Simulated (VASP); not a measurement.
# SnSe, energy difference of two geometries: which settings are enough?

SnSe, Fm-3m (no. 225), 2 atoms in the cell. PBE, energy difference of two geometries; PAW potentials Sn_d, Se (PBE set). VASP 6.6.1.

Wanted: energy difference within 0.5 meV/atom.

What the run is for: energy difference; Accuracy asked: standard; Second geometry: last atom moved by 0.08 A along z, cell strained by -1.0% along z.

The series start from Plane-wave cutoff (eV): 310; k-point mesh: 7 × 7 × 7; Precision mode (PREC): Accurate; Electronic threshold (eV): 1e-6; Aspherical gradient terms in the spheres (LASPH): yes; Electronic algorithm: ALGO=Normal. Each series keeps the choices made before it, and each single choice may use up half of a tolerance. Times cover all steps of a run.

## Plane-wave cutoff (eV)

| Plane-wave cutoff (eV) | Energy difference (meV/atom) | Time (s) |
|---|---|---|
| 190 | 5.28 | 12 |
| 240 | 3.31 | 13 |
| 280 | 3.40 | 13 |
| 310 | 3.47 | 14 |
| 360 | 3.37 | 26 |
| 420 | 3.42 | 27 |
| 500 | 3.41 | 29 |
| 620 (reference) | 3.41 | 43 |

Chosen: 240, the loosest value from which every tighter one stays within half of the tolerance.

## k-point mesh

| k-point mesh | Energy difference (meV/atom) | Time (s) |
|---|---|---|
| 2 × 2 × 2 | -8.39 | 6.6 |
| 3 × 3 × 3 | 0.23 | 6.9 |
| 4 × 4 × 4 | 0.85 | 8.3 |
| 5 × 5 × 5 | 2.68 | 9.2 |
| 7 × 7 × 7 | 3.31 | 13 |
| 8 × 8 × 8 | 3.47 | 17 |
| 10 × 10 × 10 | 3.62 | 24 |
| 13 × 13 × 13 (reference) | 3.58 | 40 |

Chosen: 8 × 8 × 8.

## Precision mode (PREC)

| Precision mode (PREC) | Energy difference (meV/atom) | Time (s) |
|---|---|---|
| SingleN | 3.24 | 9.6 |
| Normal | 3.44 | 10 |
| Single | 3.59 | 15 |
| Accurate (reference) | 3.47 | 17 |

Chosen: SingleN.

## Electronic threshold (eV)

| Electronic threshold (eV) | Energy difference (meV/atom) | Time (s) |
|---|---|---|
| 0.001 | 3.24 | 7.2 |
| 0.0001 | 3.24 | 8.1 |
| 1e-5 | 3.24 | 8.7 |
| 1e-6 | 3.24 | 9.6 |
| 1e-7 | 3.24 | 11 |
| 1e-8 (reference) | 3.24 | 11 |

Chosen: 0.001.

## Aspherical gradient terms in the spheres (LASPH)

| Aspherical gradient terms in the spheres (LASPH) | Energy difference (meV/atom) | Time (s) |
|---|---|---|
| no | 3.25 | 5.0 |
| yes (reference) | 3.24 | 7.2 |

Chosen: no.

## Electronic algorithm

| Electronic algorithm | Energy difference (meV/atom) | Time (s) |
|---|---|---|
| ALGO=Normal | 3.25 | 5.0 |
| ALGO=Fast | 3.25 | 5.4 |
| ALGO=VeryFast | 3.25 | 7.2 |
| ALGO=All ISEARCH=1 | 3.25 | 6.1 |
| ALGO=All ISEARCH=0 | 3.25 | 6.7 |
| ALGO=Damped TIME=0.4 | 3.25 | 6.5 |
| ALGO=Damped TIME=0.1 | 3.30 | 7.6 |
| ALGO=Old Fast | 3.25 | 5.5 |

Chosen: ALGO=Normal; no other choice that stays within half of the tolerance saves 30 % of the time.

## All choices together

| Input | Energy difference (meV/atom) | Time (s) |
|---|---|---|
| the program's defaults (naive) | 0.26 | 2.2 |
| chosen settings | 3.25 | 5.0 |
| reference settings throughout | 3.61 | 224 |

The tolerance is met.

## The input

INCAR:
```
  GGA = PE
  ISMEAR = 0
  SIGMA = 0.03
  LWAVE = False
  LCHARG = False
  ISIF = 2
  PREC = SingleN
  LASPH = False
  LREAL = False
  ALGO = Normal
  EDIFF = 0.001
  NELM = 120
  GGA_COMPAT = False
  ENCUT = 240
  EFERMI = MIDGAP
```

KPOINTS:
```
Automatic mesh
0
Gamma
  8 8 8
  0 0 0
```

POSCAR.step1:
```
SnSe
1.0
    0.0000000000      3.0100000000      3.0100000000
    3.0100000000      0.0000000000      3.0100000000
    3.0100000000      3.0100000000      0.0000000000
Sn Se
1 1
Direct
    0.0000000000      0.0000000000      0.0000000000
    0.5000000000      0.5000000000      0.5000000000
```

POSCAR.step2:
```
SnSe
1.0
    0.0000000000      3.0100000000      2.9799000000
    3.0100000000      0.0000000000      2.9799000000
    3.0100000000      3.0100000000      0.0000000000
Sn Se
1 1
Direct
    0.0000000000      0.0000000000      0.0000000000
    0.5132890400      0.5132890400      0.4867109600
```

Commands (each step's output is kept before the next begins):
```
cat potpaw_PBE.64/Sn_d/POTCAR potpaw_PBE.64/Se/POTCAR > POTCAR
cp POSCAR.step1 POSCAR
mpirun -np 1 vasp_std > vasp.out
cp POSCAR.step2 POSCAR
mpirun -np 1 vasp_std > vasp.out
```

The chosen input took VASP 6.6.1 5.0 s on 1 core (Intel Xeon Platinum 8259CL @ 2.50GHz (Skylake/Cascade Lake)), a shared host.

## An input that fails: mixing far too strong

The electronic loop stops at its limit of 56 steps.

Changes against the starting input:
```
- NELM = 120
+ NELM = 56
+ IMIX = 1
+ AMIX = 1.5
+ BMIX = 0.0001
```
